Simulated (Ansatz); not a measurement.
A relaxation computed with Ansatz, from input to last step.

```yaml
crystal:
  lattice:
    - [0.0, 3.3394821895, 2.1688319106]
    - [1.2538424675, 0.0, 2.1688319106]
    - [1.2538424675, 3.3394821895, 0.0]
  atoms:
    - { symbol: B, position: [0.0001068737, 0.0001068737, 0.9998931263] }
    - { symbol: "N", position: [0.6665931163, 0.6665931163, 0.3334068837] }
basis:
  ecutwfc: 420
kpoints:
  mp_grid: { grid: [12, 12, 12] }
hamiltonian:
  xc: pbe
scf:
  occupations: { method: gaussian, width: 0.02 }
output:
  forces: true
  stress: true
  eigenvalues: true
  write_density: true
  write_potential: true
  elf: true
  volumetric_format: npy
relax:
  adjacent_minimum: "off"
  f_tol: 0.005
  max_steps: 50
  cell: { stress_tol: 0.05 }
```

```bash
ansatz run input.yaml --threads 1 --pin off --max-ram 2560MiB --backend cpu --events-out ev --progress --plain --runs-dir out
```

Theory: Ansatz 0.2.0, DFT PBE, scalar-relativistic, plane waves, PAW.

Of 26 frames 10 are shown, positions in Å and forces in eV/Å; the SCF threshold varies from step to step. Steps run on the plane waves of an earlier cell, with a Pulay correction in the pressure. The basis is chosen afresh for the last frame, the zero of the energies, and at times for earlier ones too; energy and pressure step there, also at an unchanged geometry. Here that happened at steps 4 (-5 meV/atom, 0.7 GPa), 8 (-4 meV/atom, 0.2 GPa), 11 (-2 meV/atom, 0.1 GPa); the frames before carry an error of that size.

```xyz
2
Lattice="0.0000 3.3395 2.1688 1.2538 0.0000 2.1688 1.2538 3.3395 0.0000" Properties=species:S:1:pos:R:3:forces:R:3 pbc="T T T" step=1 free_energy_over_end_meV_per_atom=13.63 pressure_GPa=2.64
B     1.2538    3.3395    0.0005    0.0000    0.0000    0.0004
N     1.2538    3.3395    2.8915    0.0000    0.0000   -0.0004
2
Lattice="0.0000 3.5681 2.1739 1.2561 0.0000 2.1739 1.2561 3.5681 0.0000" Properties=species:S:1:pos:R:3:forces:R:3 pbc="T T T" step=4 free_energy_over_end_meV_per_atom=5.28 pressure_GPa=0.66
B     1.2561    3.5681    0.0003    0.0000    0.0000   -0.0035
N     1.2561    3.5681    2.8983    0.0000    0.0000    0.0035
2
Lattice="0.0000 3.7715 2.1753 1.2563 0.0000 2.1753 1.2563 3.7715 0.0000" Properties=species:S:1:pos:R:3:forces:R:3 pbc="T T T" step=7 free_energy_over_end_meV_per_atom=5.58 pressure_GPa=-0.01
B     1.2563    3.7715    0.0002    0.0000    0.0000    0.0012
N     1.2563    3.7715    2.9003    0.0000    0.0000   -0.0012
2
Lattice="0.0000 3.8689 2.1753 1.2563 0.0000 2.1753 1.2563 3.8689 0.0000" Properties=species:S:1:pos:R:3:forces:R:3 pbc="T T T" step=9 free_energy_over_end_meV_per_atom=2.34 pressure_GPa=0.05
B     1.2563    3.8689    0.0002    0.0000    0.0000    0.0007
N     1.2563    3.8689    2.9004    0.0000    0.0000   -0.0007
2
Lattice="0.0000 3.9836 2.1754 1.2562 0.0000 2.1754 1.2562 3.9836 0.0000" Properties=species:S:1:pos:R:3:forces:R:3 pbc="T T T" step=12 free_energy_over_end_meV_per_atom=1.22 pressure_GPa=0.04
B     1.2562    3.9836    0.0001    0.0000    0.0000    0.0001
N     1.2562    3.9836    2.9005    0.0000    0.0000   -0.0001
2
Lattice="0.0000 4.0647 2.1754 1.2562 0.0000 2.1754 1.2562 4.0647 0.0000" Properties=species:S:1:pos:R:3:forces:R:3 pbc="T T T" step=15 free_energy_over_end_meV_per_atom=0.67 pressure_GPa=0.03
B     1.2562    4.0647    0.0001    0.0000    0.0000    0.0000
N     1.2562    4.0647    2.9005    0.0000    0.0000    0.0000
2
Lattice="0.0000 4.1182 2.1752 1.2561 0.0000 2.1752 1.2561 4.1182 0.0000" Properties=species:S:1:pos:R:3:forces:R:3 pbc="T T T" step=18 free_energy_over_end_meV_per_atom=0.33 pressure_GPa=0.06
B     1.2561    4.1182    0.0001    0.0000    0.0000    0.0005
N     1.2561    4.1182    2.9003    0.0000    0.0000   -0.0005
2
Lattice="0.0000 4.1497 2.1754 1.2561 0.0000 2.1754 1.2561 4.1497 0.0000" Properties=species:S:1:pos:R:3:forces:R:3 pbc="T T T" step=20 free_energy_over_end_meV_per_atom=0.62 pressure_GPa=0.01
B     1.2561    4.1497    0.0001    0.0000    0.0000    0.0006
N     1.2561    4.1497    2.9005    0.0000    0.0000   -0.0006
2
Lattice="0.0000 4.1905 2.1754 1.2561 0.0000 2.1754 1.2561 4.1905 0.0000" Properties=species:S:1:pos:R:3:forces:R:3 pbc="T T T" step=23 free_energy_over_end_meV_per_atom=0.43 pressure_GPa=0.00
B     1.2561    4.1905    0.0001    0.0000    0.0000   -0.0003
N     1.2561    4.1905    2.9006    0.0000    0.0000    0.0003
2
Lattice="0.0000 4.2181 2.1754 1.2561 0.0000 2.1754 1.2561 4.2181 0.0000" Properties=species:S:1:pos:R:3:forces:R:3 pbc="T T T" step=26 free_energy_over_end_meV_per_atom=0.00 pressure_GPa=0.01
B     1.2561    4.2181    0.0001    0.0000    0.0000   -0.0003
N     1.2561    4.2181    2.9006    0.0000    0.0000    0.0003
```

Time: 3.2 min on 1 thread of Intel(R) Xeon(R) Platinum 8259CL CPU @ 2.50GHz (Skylake/Cascade Lake) (shared host), peak memory 0.44 GiB.

The cell holds layers, and where no dispersion correction was added their binding is poorly described.